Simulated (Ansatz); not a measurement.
Ansatz input

```yaml
crystal:
  lattice:
    - [-1.5693789834, 1.5693789834, 1.5693789834]
    - [1.5693789834, -1.5693789834, 1.5693789834]
    - [1.5693789834, 1.5693789834, -1.5693789834]
  atoms:
    - { symbol: Pd, position: [0.0, 0.0, 0.0], spin: 0.5, spin_axis: [0, 0, 1] }
hamiltonian:
  xc: pbe
  pseudopotentials:
    kind: paw_fr
    azcp:
      Pd: "pseudopotentials/Pd.paw.azcp"
basis:
  ecutwfc: 420
  fft_grid_basis: typed
kpoints:
  mp_grid: { grid: [14, 14, 14], shift: [0, 0, 0] }
magnetization:
  noncollinear: true
  spin_orbit: true
scf:
  occupations: { method: fermi_dirac, width: 0.05 }
```

and its output:

```
Engine: ansatz 0.2.0, x86_64-unknown-linux-gnu
Pseudopotentials: kind: paw_fr
Pseudopotential: Pd, paw_fr, valence charge 18, recommended cutoff 420 eV (normal) 
Functional definition: PBE
  parameter kappa = 0.804
  parameter beta = 0.06672455060314922
  exchange = pbe_x(kappa = kappa, mu = beta*pi^2/3)
  correlation = pbe_c(beta = beta)
Crystal: 1 atoms, lattice volume = 15.461 Å³
Basis set: ecut = 420 eV, 321 PW (Γ)
Bands: 26, of which v1, the nominal top of the filled ones, is band 18 counted from 1 (17 counted from 0)
Symmetry: 8 space group operations + 8 with time reversal
Magnetic group: BNS 139.537 (UNI 1197), of the structure as read, at distance tolerance 2.5e-5 Å
k-points: 244 of 2744 (time reversal used)
Projection manifold: j_resolved (fully-relativistic pseudo-atomic orbitals)
Non-local potential: Pd, projectors of the file, l = 0: 2, l = 1: 4, l = 2: 4, l = 3: 2
PAW form: soft (Blöchl's): semilocal exchange-correlation on the pseudo side does not see the compensation charge
PAW one-centre angular grid: Pd, 590 points (default); XC on 64 Gauss nodes
Initial density: superposition of atomic densities (chi_scale 0.1, normalization cell)
Starting moments: Σ|m| = 0.5 μB on 1 of 1 site
Initial wavefunctions: pseudopotential atomic-orbital guess
Functional: x = pbe(κ = 0.804, μ = 0.2195149727645171), c = pbe(β = 0.06672455060314922)
SCF iter   1: F=—  HF=-6975.765968 eV  |F-HF|=—  |Δ(HF+E_count)|=         —  Δρ=1.51e-1  dr2=3.52e0  dr2_m=5.83e-2  ethr=3.10e-3  |M|=2.17e-1 ∫|m|=2.22e-1 μB  |m|>n=0.0e0 m-floor=0.0e0 τ_xc=0.0e0 mc-row=0.0e0  β_m=0.30  ⟨swp⟩=6.5  Hψ=30186  notcnv=0  defer=35
SCF iter   2: F=—  HF=-6974.900249 eV  |F-HF|=—  |Δ(HF+E_count)|=   8.66e-1  Δρ=4.26e-2  dr2=1.57e-1  dr2_m=3.05e-2  ethr=3.10e-3  |M|=2.09e-1 ∫|m|=2.13e-1 μB  |m|>n=0.0e0 m-floor=0.0e0 τ_xc=1.9e-5 mc-row=0.0e0  β_m=0.30  ⟨swp⟩=2.6  Hψ=13615  notcnv=0  defer=570
SCF iter   3: F=—  HF=-6974.874348 eV  |F-HF|=—  |Δ(HF+E_count)|=   2.59e-2  Δρ=2.54e-2  dr2=3.43e-2  dr2_m=2.05e-2  ethr=8.73e-4  |M|=1.83e-1 ∫|m|=1.87e-1 μB  |m|>n=0.0e0 m-floor=0.0e0 τ_xc=5.3e-5 mc-row=0.0e0  β_m=0.30  ⟨swp⟩=2.0  Hψ=7820  notcnv=0  defer=571
SCF iter   4: F=—  HF=-6974.866112 eV  |F-HF|=—  |Δ(HF+E_count)|=   8.24e-3  Δρ=2.02e-2  dr2=6.63e-5  dr2_m=1.44e-2  ethr=1.91e-4  |M|=1.58e-1 ∫|m|=1.64e-1 μB  |m|>n=0.0e0 m-floor=0.0e0 τ_xc=7.2e-5 mc-row=0.0e0  β_m=0.30  ⟨swp⟩=3.0  Hψ=11403  notcnv=0  defer=572
SCF iter   5: F=—  HF=-6974.868043 eV  |F-HF|=—  |Δ(HF+E_count)|=   1.93e-3  Δρ=1.70e-2  dr2=1.69e-5  dr2_m=1.02e-2  ethr=3.68e-7  |M|=1.38e-1 ∫|m|=1.44e-1 μB  |m|>n=0.0e0 m-floor=0.0e0 τ_xc=7.9e-5 mc-row=0.0e0  β_m=0.30  ⟨swp⟩=2.0  Hψ=8578  notcnv=0  defer=572
SCF iter   6: F=—  HF=-6974.869430 eV  |F-HF|=—  |Δ(HF+E_count)|=   1.39e-3  Δρ=1.44e-2  dr2=1.29e-6  dr2_m=7.32e-3  ethr=9.37e-8  |M|=1.21e-1 ∫|m|=1.26e-1 μB  |m|>n=0.0e0 m-floor=0.0e0 τ_xc=7.6e-5 mc-row=0.0e0  β_m=0.30  ⟨swp⟩=2.1  Hψ=8872  notcnv=0  defer=572
SCF iter   7: F=—  HF=-6974.870416 eV  |F-HF|=—  |Δ(HF+E_count)|=   9.86e-4  Δρ=1.23e-2  dr2=5.70e-7  dr2_m=5.34e-3  ethr=5.56e-10  |M|=1.06e-1 ∫|m|=1.11e-1 μB  |m|>n=0.0e0 m-floor=0.0e0 τ_xc=6.9e-5 mc-row=0.0e0  β_m=0.30  ⟨swp⟩=3.0  Hψ=16100  notcnv=0
SCF iter   8: F=—  HF=-6974.871146 eV  |F-HF|=—  |Δ(HF+E_count)|=   7.31e-4  Δρ=1.05e-2  dr2=2.87e-6  dr2_m=3.93e-3  ethr=3.16e-9  |M|=9.32e-2 ∫|m|=9.78e-2 μB  |m|>n=0.0e0 m-floor=0.0e0 τ_xc=6.1e-5 mc-row=0.0e0  β_m=0.30  ⟨swp⟩=2.5  Hψ=10705  notcnv=0  defer=572
Mixer restart at iter 8: flushing history
spin-set hold released at iteration 8 (site moments contracting): the magnetisation degrees of freedom join the quasi-Newton model from the next iteration; the mixer history was flushed
SCF iter   9: F=—  HF=-6974.871694 eV  |F-HF|=—  |Δ(HF+E_count)|=   5.48e-4  Δρ=9.09e-3  dr2=1.18e-6  dr2_m=2.93e-3  ethr=3.16e-9  |M|=8.18e-2 ∫|m|=8.62e-2 μB  |m|>n=0.0e0 m-floor=0.0e0 τ_xc=5.2e-5 mc-row=0.0e0  β_m=0.35  ⟨swp⟩=2.5  Hψ=10561  notcnv=0  defer=572
SCF iter  10: F=—  HF=-6974.873011 eV  |F-HF|=—  |Δ(HF+E_count)|=   1.32e-3  Δρ=4.50e-3  dr2=6.71e-6  dr2_m=7.19e-4  ethr=3.16e-9  |M|=4.30e-2 ∫|m|=4.58e-2 μB  |m|>n=0.0e0 m-floor=0.0e0 τ_xc=2.1e-5 mc-row=0.0e0  β_m=0.69  ⟨swp⟩=3.0  Hψ=12923  notcnv=0  defer=572
SCF iter  11: F=—  HF=-6974.873523 eV  |F-HF|=—  |Δ(HF+E_count)|=   5.12e-4  Δρ=6.06e-4  dr2=5.08e-5  dr2_m=7.07e-6  ethr=3.16e-9  |M|=3.99e-3 ∫|m|=4.70e-3 μB  |m|>n=0.0e0 m-floor=0.0e0 τ_xc=7.4e-7 mc-row=0.0e0  β_m=0.59  ⟨swp⟩=3.5  Hψ=15706  notcnv=0  defer=572
SCF iter  12: F=—  HF=-6974.873513 eV  |F-HF|=—  |Δ(HF+E_count)|=   9.26e-6  Δρ=3.33e-4  dr2=5.25e-6  dr2_m=4.05e-6  ethr=3.16e-9  |M|=2.75e-3 ∫|m|=3.30e-3 μB  |m|>n=0.0e0 m-floor=0.0e0 τ_xc=4.1e-7 mc-row=0.0e0  β_m=0.61  ⟨swp⟩=3.3  Hψ=13065  notcnv=0  defer=571
SCF iter  13: F=—  HF=-6974.873516 eV  |F-HF|=—  |Δ(HF+E_count)|=   3.03e-6  Δρ=1.07e-4  dr2=4.77e-7  dr2_m=4.19e-7  ethr=3.16e-9  |M|=9.48e-4 ∫|m|=1.13e-3 μB  |m|>n=0.0e0 m-floor=0.0e0 τ_xc=5.1e-8 mc-row=0.0e0  β_m=0.74  ⟨swp⟩=2.0  Hψ=10224  notcnv=0  defer=571
SCF iter  14: F=—  HF=-6974.873517 eV  |F-HF|=—  |Δ(HF+E_count)|=   3.78e-7  Δρ=1.64e-5  dr2=1.16e-8  dr2_m=1.02e-8  ethr=5.56e-10  |M|=1.37e-4 ∫|m|=1.73e-4 μB  |m|>n=0.0e0 m-floor=0.0e0 τ_xc=1.6e-9 mc-row=0.0e0  β_m=0.85  ⟨swp⟩=1.0  Hψ=16354  notcnv=0
SCF iter  15: F=—  HF=-6974.873517 eV  |F-HF|=—  |Δ(HF+E_count)|=   9.96e-9  Δρ=1.27e-6  dr2=4.09e-11  dr2_m=6.95e-11  ethr=6.42e-11  |M|=7.57e-6 ∫|m|=1.20e-5 μB  |m|>n=0.0e0 m-floor=0.0e0 τ_xc=1.6e-11 mc-row=0.0e0  β_m=0.92  ⟨swp⟩=2.5  Hψ=11849  notcnv=0
SCF iter  16: F=-6974.873517 eV  HF=-6974.873517 eV  |F-HF|=9.09e-13  |Δ(HF+E_count)|=  1.12e-10  Δρ=8.71e-8  dr2=3.06e-13  dr2_m=4.79e-13  ethr=1.00e-12  |M|=3.64e-8 ∫|m|=4.25e-7 μB  |m|>n=0.0e0 m-floor=0.0e0 τ_xc=6.0e-15 mc-row=0.0e0  ⟨swp⟩=2.0  Hψ=11768  notcnv=0
WARN: the starting moments were not kept: the SCF closed with an absolute magnetisation of 4.2e-7 μB, where they sum to 0.5 μB in size (1 site). That is at most 0.1 of that sum. Measured as dr2_m measures the in/out step, that magnetisation stands 7.6e-14 eV from none, at or under the dr2_threshold of 1.0e-7 eV: it is no larger than a step whose dr2_m would equal this threshold. The system may hold no moment; this SCF shows only that its start led to no more than that. To try another start: raise the starting moments (crystal.atoms[].spin, magnetization.per_species, magnetization.initial_magnetization, or on a non-collinear deck that types none of these the spinor_matrix: blocks that start its atoms; where the total moment is fixed, keep their sum and leave initial_magnetization as it is; typed ones take the place of any that the run laid by itself, positive ones on a crystal's lanthanoids without a Hubbard term where scf.initial_density.shell_occupations: [] is typed) or, if the notice of its spin-set hold's release reads "site moments contracting" or "site moments show no strong build", lengthen the hold (scf.mixing.spin_hold: { on: { confirm: 4 } }; for m-r²SCAN on two components see the key's manual first). Each may lead to a state that holds a moment. A second SCF, from the converged charge density, with the starting moments and any scf.initial_density.shell_occupations laid on it anew, would have followed, and was not run: the deck does not ask for one (magnetization.retry_lost_moments is false, the default). To let it run, set magnetization.retry_lost_moments: true and run the deck again, where that key's refused combinations let it; where memory then withholds it, that run's warning says so.
SCF 1 converged in 16 iterations: F = -6974.873517 eV  dr2 = 3.06e-13
SCF converged after 16 iterations
Magnetization: |M| = 0.0000 μB,  M = (-0.0000, -0.0000, +0.0000) μB
Absolute magnetization: 0.0000 μB (∫|m|, with the PAW one-centre terms)
  site 0: m = (+0.0000, -0.0000, +0.0000) μB, |m| = 0.0000 μB  (R = 1.12 Å)
Free energy (F): -6974.873517 eV
Harris-Foulkes:  -6974.873517 eV  (|F-HF|=9.09e-13)
Internal energy: -6974.861506 eV  (E = F + TS)
E sigma→0 (E₀):  -6974.867511 eV
Entropy (-TS):   -0.012010 eV (-12.010 meV/atom)
Fermi energy:    18.603245 eV
--- Per-component energies (eV) ---
  E_band       = -155.457319
  E_kinetic    = 513.266871
  E_local      = -1814.474968  (includes V_loc(G=0)·N_el)
  E_nonlocal   = 216.222060
  E_hartree    = 734.984059
  E_xc         = -168.419910
  E_vxc        = -211.273248  (∫ρ·V_xc dr)
  E_paw        = -3751.741024  (= ΣΔE_a)
  E_vpaw       = -329.166298  (= ΣTr[D̂ρ^β])
  E_aug_tail   = 0.000166  (compensation charges beyond the density's cutoff)
  E_ewald      = -2704.698760
  E_smearing   = -0.012010  (= −TS)
  E_closure    = 0.000000  (closes the sum)
  Σ components = -6974.873517   (vs F -6974.873517, Δ=0.00e0)
```
